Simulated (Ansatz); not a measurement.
The system is Cr.

```
Cr
1.0
     1.14705   -2.46703    0.00000
     1.14705    2.46703    0.00000
     0.00000    0.00000    4.06431
Cr
2
Direct
  0.87053 0.12947 0.75000
  0.12947 0.87053 0.25000
```

This isn't the form of Cr at room conditions, which is bcc.

Base run:

| Property | Result |
| --- | --- |
| Program | Ansatz 0.2.0 |
| Functional | PBE |
| Potentials or basis | Ansatz PAW |
| Cutoff | 420 eV (not typed: the program's choice for these potentials) |
| k mesh | 11 × 11 × 6 |
| Occupations | fermi-dirac, width 0.05 eV |
| Spin | collinear spin, ferromagnetic start |
| Starting moments | [2.25, 2.25] μB |
| Fixed moment | 4.5 μB |

Its results: pressure 38.8 GPa; site moments Cr +1.89 μB; largest force 0.464 eV/Å.

**Question.** After a change of settings the same cell gave: pressure 10.9 GPa; site moments Cr +0.64 μB; largest force 0.265 eV/Å. Which change was it?
A. fixed moment from 4.5 μB to 6 μB; moments at the start from [2.25, 2.25] to [3.0, 3.0]
B. fixed moment from 4.5 μB to 1.5 μB; moments at the start from [2.25, 2.25] to [0.75, 0.75]
C. fixed moment from 4.5 μB to 12 μB; moments at the start from [2.25, 2.25] to [6.0, 6.0]
D. fixed moment from 4.5 μB to 9 μB; moments at the start from [2.25, 2.25] to [4.5, 4.5]

**Answer.** B.

Caveats: the total moment is fixed, so each spin has its own Fermi level; the thresholds are loose for stress; a pressure of tens of GPa on the cell as given is suspect, and the run, the potentials or the cell itself is likely at fault (some runs).
